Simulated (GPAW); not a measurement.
**free-standing square Cr monolayer, spacing 3.072 A: which magnetic order is lowest**

Does free-standing square Cr monolayer, spacing 3.072 A prefer parallel or opposed moments, or none?

Calculated with GPAW 26.7.0; PBE; plane waves with GPAW's PAW setups, scalar-relativistic.

## 1. Starting point

The cell holds 1 atom: 1 Cr. Cell: a = 3.072 Å, b = 3.072 Å, c = 14.000 Å, α = 90.0°, β = 90.0°, γ = 90.0°. model lattice. Vacuum lies along c.

## 2. Order 1, typed as ferro +

Parallel moments need no larger cell; this start tests for a ferromagnetic state only.

File order1.py:

```python
import json
import numpy as np
from ase import Atoms
from ase.parallel import paropen, parprint
from gpaw import GPAW

atoms = Atoms(['Cr'],
    cell=[[3.072, 0.0, 0.0],
         [0.0, 3.072, 0.0],
         [0.0, 0.0, 14.0]],
    scaled_positions=[[0.0, 0.0, 0.5]],
    pbc=True,
    magmoms=[2.5])
atoms.calc = GPAW(mode={'name': 'pw', 'ecut': 550},
    xc='PBE',
    kpts={'size': (10, 10, 1), 'gamma': True},
    occupations={'name': 'fermi-dirac', 'width': 0.05},
    convergence={'density': 1e-05, 'energy': 1e-05},
    maxiter=200,
    symmetry={'tolerance': 1e-4},
    txt='order1.txt')
e = atoms.get_potential_energy(force_consistent=True)
res = {'free_energy': e, 'energy_sigma0': atoms.get_potential_energy(), 'fermi_energy': atoms.calc.get_fermi_level()}
res['moments'] = atoms.get_magnetic_moments().tolist()
res['total'] = atoms.get_magnetic_moment()
parprint('site moments (muB):', np.round(res['moments'], 3))
parprint(f"total moment: {res['total']:.3f} muB")
parprint(f'free energy: {e:.6f} eV')
atoms.calc.write('order1.gpw')
with paropen('results.json', 'w') as f:
    json.dump(res, f)
```

Run with:

```console
$ OMP_NUM_THREADS=1 python3 order1.py > order1.log
```

The log of the run:

```text
site moments (muB): [3.917]
total moment: 5.067 muB
free energy: -6.595793 eV

--- order1.txt ---
Input parameters:
  mode=PW(ecut=550),
  convergence={'density': 1e-05, 'energy': 1e-05},
  kpts=MonkhorstPack(size=(10, 10, 1), gamma=True),
  maxiter=200,
  occupations=Occupations(name='fermi-dirac', width=0.05),
  symmetry=Symmetry(tolerance=0.0001),
  xc=XC(name='PBE')

Diagonalizing LCAO Hamiltonian
Converting LCAO to pw mode
   .-------.
  /|       |
 * |       |
 | |       |
 | |       |
 | |       |
 | |       |
 | |       |
 | |       |
 | |       |
 Cr|       |
 | |       |
 | |       |
 | |       |
 | |       |
 | |       |
 | |       |
 | .-------.
 |/       /
 *-------*

Atoms  # Å, Bohr magnetons
|   | symbol |        x |        y |        z |    initial magnetic moments |
|---|--------|----------|----------|----------|-----------------------------|
| 0 |     Cr | 0.000000 | 0.000000 | 7.000000 | ( 0.0000,  0.0000,  2.5000) |

Unit cell  # Å
| periodic |        x |        y |         z |   lengths |    angles |
|----------|----------|----------|-----------|-----------|-----------|
|      yes | 3.072000 | 0.000000 |  0.000000 |  3.072000 | 90.000000 |
|      yes | 0.000000 | 3.072000 |  0.000000 |  3.072000 | 90.000000 |
|      yes | 0.000000 | 0.000000 | 14.000000 | 14.000000 | 90.000000 |

Number of symmetries: 16

BZ-sampling:
  Number of BZ points: 100
  Number of IBZ points: 21

  Monkhorst-Pack size: [10, 10, 1]
  Monkhorst-Pack shift: [0.05, 0.05, 0.0]

K-points  # in reciprocal-cell coordinates
|     |                                coordinates |     weight |
|-----|--------------------------------------------|------------|
|   0 | (  0.00000000,   0.00000000,   0.00000000) | 0.01000000 |
|   1 | (  0.10000000,   0.00000000,   0.00000000) | 0.04000000 |
|   2 | (  0.10000000,   0.10000000,   0.00000000) | 0.04000000 |
|   3 | (  0.20000000,   0.00000000,   0.00000000) | 0.04000000 |
|   4 | (  0.20000000,   0.10000000,   0.00000000) | 0.08000000 |
|   5 | (  0.20000000,   0.20000000,   0.00000000) | 0.04000000 |
|   6 | (  0.30000000,   0.00000000,   0.00000000) | 0.04000000 |
|   7 | (  0.30000000,   0.10000000,   0.00000000) | 0.08000000 |
|   8 | (  0.30000000,   0.20000000,   0.00000000) | 0.08000000 |
|   9 | (  0.30000000,   0.30000000,   0.00000000) | 0.04000000 |
| ... |                                            |            |
|  20 | (  0.50000000,   0.50000000,   0.00000000) | 0.01000000 |

Plane wave coefficients: 3928
Cutoff: 550.0 eV

Spin-components: 2 (collinear spins)
Bands:           9
Projectors:      6
Spin-degeneracy: 1
Datatype:        complex128

Parallelization:
  kpt:    1
  domain: 1
  band:   1

Density:
  Valence electrons: 6.0
  Components: 2
  Grid points: [18 18 80]
  Charge: 0.0  # |e|

Potential:
  Grid points: [18 18 80]

species:
  Cr:
    name:    Chromium
    Z:       24.0
    valence: 6
    core:    18
    charge:  0.0  # [|e|]
    compensation charges:
      type: gauss
      rc: 0.35  # [Å]
      lmax: 2
    cutoffs:
      filter: 2.14  # [Å]
      core: 3.04  # [Å]
    projectors
    | kind |    occ | energy [eV] | rcut [Å] |
    |------|--------|-------------|----------|
    |   4s |  1.000 |      -4.007 |    1.164 |
    |   4p |  0.000 |      -0.989 |    1.217 |
    |   3d |  5.000 |      -2.913 |    1.111 |
    |    s |        |      23.205 |    1.164 |
    |    p |        |      26.223 |    1.217 |
    |    d |        |      24.299 |    1.111 |

    Using partial waves for Cr as LCAO basis

Reference energy: -28582.377450  # eV

eigensolver:
  PPCG
  Converge bands: occupied
  niter=2

density mixing:
  MSR1-Mixer
  Pratt-step length: 0.05
  Maximum mixing coefficient: 0.75
  Old densities: 10
  SVD Regularization: 0.005
  Good broyden scale: 1.0
  Trust region scale: 1.0
  Backstep threshold: 4.0
  History deletion threshold: 6.0
  Fourier metric: weight=20.0, sigma=0.015

occupation numbers:
  Fermi-Dirac:
    width: 0.0500  # eV

poisson solver:
  ecut: 4400.0  # eV

xc functional:
  name: PBE with 2 nearest neighbor stencil

convergence criteria:
- Maximum integral of absolute [dens]ity change: 1e-05 electrons / valence electron
- Maximum [total energy] change in last 3 cyles: 1e-05 eV / valence electron
- Maximum integral of absolute [eigenst]ate change: 4e-08 eV^2 / valence electron
maximum number of iterations: 200

SCF iterations
|iter     |      energy | eigst |  dens |  magmom |
|---------|-------------|-------|-------|---------|
|iter:   1|       0s |   -6.491992 | +0.29 |       |  +2.4961|
|iter:   2|       1s |   -6.167155 | -1.59 | -0.17 |  +2.6062|
|iter:   3|       3s |   -6.437079 | -0.80 | -0.22 |  +3.9471|
|iter:   4|       4s |   -6.592335 | -1.84 | -0.64 |  +4.8733|
|iter:   5|       5s |   -6.588562 | -2.23 | -1.24 |  +5.0146|
|iter:   6|       6s |   -6.591193 | -3.09 | -1.58 |  +4.9871|
|iter:   7|       8s |   -6.592461 | -3.43 | -1.92 |  +5.0456|
|iter:   8|       9s |   -6.592703 | -3.94 | -2.54 |  +5.0608|
|iter:   9|      10s |   -6.592751 | -4.39 | -2.98 |  +5.0650|
|iter:  10|      11s |   -6.592769 | -4.93 | -3.51 |  +5.0662|
|iter:  11|      13s |   -6.592772c| -5.35 | -3.79 |  +5.0668|
|iter:  12|      14s |   -6.592774c| -5.78 | -4.31 |  +5.0671|
|iter:  13|      15s |   -6.592774c| -6.23 | -4.85 |  +5.0671|
|iter:  14|      16s |   -6.592774c| -6.69 | -5.15c|  +5.0671|
|iter:  15|      17s |   -6.592774c| -7.13 | -5.62c|  +5.0671|
|iter:  16|      18s |   -6.592774c| -7.47c| -5.84c|  +5.0671|

Converged in 16 steps
Energy contributions relative to reference atoms: (reference = -28582.377450)

Energy contributions:
  Kinetic:           2.560902
  Coulomb:          -3.583910
  Zero:             -0.001215
  External:          0.000000
  Xc:               -5.565532
  Entropy:          -0.006038
  Spinorbit:         0.000000
  ----------------------------
  Free energy:      -6.595793
  Extrapolated:     -6.592774

dipole moment: (-7.242357, -7.242357, 0.000076)  # |e|*Ang

Total magnetic moment: (0.000000, 0.000000, 5.067092)

Local magnetic moments
|        x |        y |        z |
|----------|----------|----------|
| 0.000000 | 0.000000 | 3.917230 |  # Cr   0

Fermi level: -2.388
Eigenvalues  # (at kpt = [0.000, 0.000, 0.000])
| band index |      eig [eV] | occ [0-1] |      eig [eV] | occ [0-1] |
|------------|---------------|-----------|---------------|-----------|
|          0 |        -6.579 |     1.000 |        -4.851 |     1.000 |
|          1 |        -4.226 |     1.000 |        -0.913 |     0.000 |
|          2 |        -3.475 |     1.000 |        -0.756 |     0.000 |
|          3 |        -2.691 |     0.998 |        -0.261 |     0.000 |
|          4 |        -2.691 |     0.998 |         1.232 |     0.000 |
|          5 |        -2.468 |     0.832 |         1.232 |     0.000 |
|          6 |        -1.997 |     0.000 |         1.481 |     0.000 |
|          7 |         1.032 |     0.000 |         1.506 |     0.000 |
|          8 |         2.110 |     0.000 |         2.560 |     0.000 |

No gap
No difference between direct/indirect transitions
```

It took 23 s on 1 MPI rank of AMD EPYC 7R13 (Zen 3), shared host; peak memory 0.23 GiB.

Numbers from this step:

```
magnetization  : 5.067 μB
final state    : ferromagnetic
largest moment : 3.917 μB
```

After 16 cycles the largest moment stands at 3.92 μB.

## 3. Start 2: antiferro q=(1/2,1/2,0) +-

Reversing part of the moments tests the sign of the couplings between them.

The cell is doubled to 2 atoms to hold this order. Its mesh is chosen so that both cells sample the same points.

File order2.py:

```python
import json
import numpy as np
from ase import Atoms
from ase.parallel import paropen, parprint
from gpaw import GPAW

atoms = Atoms(['Cr', 'Cr'],
    cell=[[6.144, 0.0, 0.0],
         [3.072, 3.072, 0.0],
         [0.0, 0.0, 14.0]],
    scaled_positions=[[0.0, 0.0, 0.5],
         [0.5, 0.0, 0.5]],
    pbc=True,
    magmoms=[2.5, -2.5])
atoms.calc = GPAW(mode={'name': 'pw', 'ecut': 550},
    xc='PBE',
    kpts={'size': (5, 10, 1), 'gamma': True},
    occupations={'name': 'fermi-dirac', 'width': 0.05},
    convergence={'density': 1e-05, 'energy': 1e-05},
    maxiter=200,
    symmetry={'tolerance': 1e-4},
    txt='order2.txt')
e = atoms.get_potential_energy(force_consistent=True)
res = {'free_energy': e, 'energy_sigma0': atoms.get_potential_energy(), 'fermi_energy': atoms.calc.get_fermi_level()}
res['moments'] = atoms.get_magnetic_moments().tolist()
res['total'] = atoms.get_magnetic_moment()
parprint('site moments (muB):', np.round(res['moments'], 3))
parprint(f"total moment: {res['total']:.3f} muB")
parprint(f'free energy: {e:.6f} eV')
atoms.calc.write('order2.gpw')
with paropen('results.json', 'w') as f:
    json.dump(res, f)
```

Run with:

```console
$ OMP_NUM_THREADS=1 python3 order2.py > order2.log
```

The log of the run:

```text
UserWarning: Initial realspace grid (35,24,80) inconsistent with symmetries.
UserWarning: Using symmetrized grid: (35,35,80).

site moments (muB): [ 3.79 -3.79]
total moment: 0.000 muB
free energy: -13.706585 eV

--- order2.txt ---
Input parameters:
  mode=PW(ecut=550),
  convergence={'density': 1e-05, 'energy': 1e-05},
  kpts=MonkhorstPack(size=(5, 10, 1), gamma=True),
  maxiter=200,
  occupations=Occupations(name='fermi-dirac', width=0.05),
  symmetry=Symmetry(tolerance=0.0001),
  xc=XC(name='PBE')

Diagonalizing LCAO Hamiltonian
Converting LCAO to pw mode

       Cr     Cr

Atoms  # Å, Bohr magnetons
|   | symbol |        x |        y |        z |    initial magnetic moments |
|---|--------|----------|----------|----------|-----------------------------|
| 0 |     Cr | 0.000000 | 0.000000 | 7.000000 | ( 0.0000,  0.0000,  2.5000) |
| 1 |     Cr | 3.072000 | 0.000000 | 7.000000 | ( 0.0000,  0.0000, -2.5000) |

Unit cell  # Å
| periodic |        x |        y |         z |   lengths |    angles |
|----------|----------|----------|-----------|-----------|-----------|
|      yes | 6.144000 | 0.000000 |  0.000000 |  6.144000 | 90.000000 |
|      yes | 3.072000 | 3.072000 |  0.000000 |  4.344464 | 90.000000 |
|      yes | 0.000000 | 0.000000 | 14.000000 | 14.000000 | 45.000000 |

Number of symmetries: 8

BZ-sampling:
  Number of BZ points: 50
  Number of IBZ points: 18

  Monkhorst-Pack size: [5, 10, 1]
  Monkhorst-Pack shift: [0.0, 0.05, 0.0]

Plane wave coefficients: 7817
Cutoff: 550.0 eV

Spin-components: 2 (collinear spins)
Bands:           12
Projectors:      12
Spin-degeneracy: 1
Datatype:        complex128

Parallelization:
  kpt:    1
  domain: 1
  band:   1

Density:
  Valence electrons: 12.0
  Components: 2
  Grid points: [35 35 80]
  Charge: 0.0  # |e|

Potential:
  Grid points: [35 35 80]

[... setups left out ...]
Reference energy: -57164.754899  # eV

eigensolver:
  PPCG
  Converge bands: occupied
  niter=2

density mixing:
  MSR1-Mixer
  Pratt-step length: 0.05
  Maximum mixing coefficient: 0.75
  Old densities: 10
  SVD Regularization: 0.005
  Good broyden scale: 1.0
  Trust region scale: 1.0
  Backstep threshold: 4.0
  History deletion threshold: 6.0
  Fourier metric: weight=20.0, sigma=0.015

occupation numbers:
  Fermi-Dirac:
    width: 0.0500  # eV

poisson solver:
  ecut: 4400.0  # eV

xc functional:
  name: PBE with 2 nearest neighbor stencil

convergence criteria:
- Maximum integral of absolute [dens]ity change: 1e-05 electrons / valence electron
- Maximum [total energy] change in last 3 cyles: 1e-05 eV / valence electron
- Maximum integral of absolute [eigenst]ate change: 4e-08 eV^2 / valence electron
maximum number of iterations: 200

SCF iterations
|iter     |      energy | eigst |  dens |  magmom |
|---------|-------------|-------|-------|---------|
|iter:   1|       0s |  -13.481317 | +0.34 |       |  +0.0000|
|iter:   2|       4s |  -13.015059 | -1.30 | -0.21 |  +0.0000|
|iter:   3|       9s |  -13.419844 | -0.34 | -0.25 |  -0.0000|
|iter:   4|      14s |  -13.689952 | -1.11 | -0.69 |  +0.0001|
|iter:   5|      19s |  -13.695213 | -1.86 | -1.38 |  -0.0006|
|iter:   6|      23s |  -13.699678 | -2.52 | -1.87 |  +0.0054|
|iter:   7|      28s |  -13.697008 | -2.89 | -1.71 |  -0.0001|
|iter:   8|      33s |  -13.697866 | -3.41 | -2.17 |  +0.0000|
|iter:   9|      38s |  -13.697967 | -3.91 | -2.76 |  +0.0001|
|iter:  10|      42s |  -13.698006 | -4.46 | -2.99 |  +0.0000|
|iter:  11|      47s |  -13.698011c| -4.86 | -3.46 |  -0.0000|
|iter:  12|      52s |  -13.698013c| -5.29 | -4.08 |  -0.0001|
|iter:  13|      57s |  -13.698013c| -5.68 | -4.25 |  -0.0000|
|iter:  14|      62s |  -13.698014c| -6.05 | -4.53 |  -0.0000|
|iter:  15|      66s |  -13.698014c| -6.41 | -4.87 |  -0.0000|
|iter:  16|      71s |  -13.698014c| -6.77 | -5.34c|  -0.0000|
|iter:  17|      75s |  -13.698014c| -7.12 | -5.37c|  -0.0000|
|iter:  18|      78s |  -13.698014c| -7.39 | -5.89c|  -0.0000|
|iter:  19|      81s |  -13.698014c| -7.67c| -5.75c|  +0.0000|

Converged in 19 steps
Energy contributions relative to reference atoms: (reference = -57164.754899)

Energy contributions:
  Kinetic:          -1.710724
  Coulomb:          -1.813406
  Zero:              0.009351
  External:          0.000000
  Xc:              -10.174664
  Entropy:          -0.017143
  Spinorbit:         0.000000
  ----------------------------
  Free energy:     -13.706585
  Extrapolated:    -13.698014

dipole moment: (-29.007413, -14.503723, 0.000152)  # |e|*Ang

Total magnetic moment: (0.000000, 0.000000, 0.000000)

Local magnetic moments
|        x |        y |         z |
|----------|----------|-----------|
| 0.000000 | 0.000000 |  3.790126 |  # Cr   0
| 0.000000 | 0.000000 | -3.790127 |  # Cr   1

Fermi level: -2.773
Eigenvalues  # (at kpt = [0.000, 0.000, 0.000])
| band index |      eig [eV] | occ [0-1] |      eig [eV] | occ [0-1] |
|------------|---------------|-----------|---------------|-----------|
|          0 |        -5.727 |     1.000 |        -5.727 |     1.000 |
|          1 |        -3.650 |     1.000 |        -3.650 |     1.000 |
|          2 |        -3.414 |     1.000 |        -3.414 |     1.000 |
|          3 |        -3.134 |     0.999 |        -3.134 |     0.999 |
|          4 |        -3.074 |     0.998 |        -3.074 |     0.998 |
|          5 |        -3.074 |     0.998 |        -3.074 |     0.998 |
|          6 |        -1.456 |     0.000 |        -1.456 |     0.000 |
|          7 |         0.182 |     0.000 |         0.182 |     0.000 |
|          8 |         0.262 |     0.000 |         0.262 |     0.000 |
|          9 |         0.707 |     0.000 |         0.707 |     0.000 |
|         10 |         0.707 |     0.000 |         0.707 |     0.000 |
|         11 |         0.875 |     0.000 |         0.875 |     0.000 |

Gap: 0.025 eV
Transition (v -> c):
  (s=0, k=5, n=5, [0.00, 0.50, 0.00]) -> (s=1, k=17, n=6, [0.40, 0.50, 0.00])
Direct/indirect transitions are different
Direct gap: 0.237 eV
Transition at: (s=1, k=17, n=5, [0.40, 0.50, 0.00])
```

It took 92 s on 1 MPI rank; peak memory 0.44 GiB.

This step gave:

```
magnetization  : 0 μB
final state    : antiferromagnetic
largest moment : 3.790 μB
```

It lies 257 meV a seeded atom under the first start, and its largest moment is 3.79 μB against 3.92 μB.

(Part 1 of 2 ends here.)

[Logs and program files are shortened in this print: banners, set-up blocks, solver, clock and traceback lines can be left out without a mark of their own.]

[Logs are printed without paths, hosts, clocks, repeated set-up lines and the standing remarks that a program may print on its own settings, such as how far it seeks lower states.]

[Hosts, paths, dates, database ids (printed as entryN), source tags and the programs' standing remarks are cut or masked in the printed files.]

[Where a cell is said to come from a database of computed structures, the database is the Materials Project.]
